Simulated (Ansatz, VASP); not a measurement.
**One calculation of CrO2, two programs**

Contents of INCAR:

```
SYSTEM = CrO2
PREC = Accurate
ENCUT = 520
EDIFF = 1E-7
ISMEAR = -1
SIGMA = 0.05
LREAL = .False.
LASPH = .True.
NELM = 100
ALGO = Normal
ISIF = 2
LWAVE = .False.
LCHARG = .False.
ISPIN = 2
MAGMOM = 3 0 0
LORBIT = 11
LMAXMIX = 4
GGA = PE
NBANDS = 23
```

The input KPOINTS:

```
regular mesh
0
Gamma
  10 10 10
  0 0 0
```

POSCAR

```
CrO2
1.0
    0.0000000000      2.3344173702      2.3344173702
    2.3344173702      0.0000000000      2.3344173702
    2.3344173702      2.3344173702      0.0000000000
Cr O
1 2
Direct
    0.0000000000      0.0000000000      0.0000000000
    0.2500000000      0.2500000000      0.2500000000
    0.7500000000      0.7500000000      0.7500000000
```

File input.yaml:

```yaml
crystal:
  lattice:
    - [0.0, 2.3344173702, 2.3344173702]
    - [2.3344173702, 0.0, 2.3344173702]
    - [2.3344173702, 2.3344173702, 0.0]
  atoms:
    - { symbol: Cr, position: [0.0, 0.0, 0.0], spin: 3.0 }
    - { symbol: O, position: [0.25, 0.25, 0.25] }
    - { symbol: O, position: [0.75, 0.75, 0.75] }
hamiltonian:
  xc: pbe
  pseudopotentials: { kind: paw }
magnetization:
  spin_polarized: true
kpoints:
  mp_grid: { grid: [10, 10, 10] }
scf:
  occupations: { method: fermi_dirac, width: 0.05 }
output:
  forces: true
  stress: true
  eigenvalues: true
```

Change from the starting cell: volume scaled by 0.94.

Alike in both runs: task single point; functional PBE; k mesh 10 × 10 × 10; occupations fermi-dirac, width 0.05 eV; collinear spin, ferromagnetic start.

|  | VASP | Ansatz |
| --- | --- | --- |
| version | VASP 6.6.1 | Ansatz 0.2.0 |
| potentials or method | VASP PAW PBE potentials, release 64 (Cr_pv, O) | Ansatz PAW |
| plane-wave cutoff (eV) | 520 | 420 |
| valence electrons in the cell | 24 | 26 |

Ansatz gave:

* gap on the k mesh at the Fermi level (eV): 0.65
* least direct gap on the mesh (eV): 0.67
* pressure (GPa): 6.9
* net moment per atom (μB): 0.67
* size of the moment on the site where the two differ most (μB): 1.84

Estimate VASP's values.

gap on the k mesh at the Fermi level (eV): 0.60; least direct gap on the mesh (eV): 0.62; pressure (GPa): 7.6; net moment per atom (μB): 0.67; size of the moment on the site where the two differ most (μB): 2.15.

Site moments also hang on the region over which each program counts them. The two sets of potentials don't hold the same shells in valence.

Caveats: a cell with one magnetic atom can't hold antiferromagnetic order, which such compounds often take; the pressure holds a Pulay correction of +0.9 GPa for the finite cutoff (Ansatz). A k mesh can miss the band edges.
